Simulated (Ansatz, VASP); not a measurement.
## SiC3: VASP beside Ansatz

```
Si C
1.0
     3.21232    0.00000    0.00000
     0.00000    3.21232    0.00000
     0.00000    0.00000    3.21232
Si C
1 3
Cartesian
  0.0000 0.0000 0.0000
  1.6062 0.0000 1.6062
  0.0000 1.6062 1.6062
  1.6062 1.6062 0.0000
```

Alike in both runs: functional PBE; k mesh 6 × 6 × 6; occupations gaussian, width 0.1 eV; no spin polarisation.

Ansatz relaxed the structure, and its values are those at the end. VASP's run is a single point on that final structure, the one shown.

```csv
,VASP,Ansatz
version,VASP 6.6.1,Ansatz 0.2.0
potentials or method,"VASP PAW PBE potentials, release 64 (Si, C)","scalar-relativistic, plane waves, PAW"
plane-wave cutoff (eV),520,420
valence electrons in the cell,16,16
```

|  | VASP | Ansatz | Ansatz less VASP |
| --- | --- | --- | --- |
| gap on the k mesh at the Fermi level (eV) | none | none | - |
| pressure (GPa) | 0.3 | 0.2 | -0.13 |

A gap of «none» marks a metal or a gap that the smearing closes. With one functional, cell and mesh, what is left measures potentials, basis and numerics.
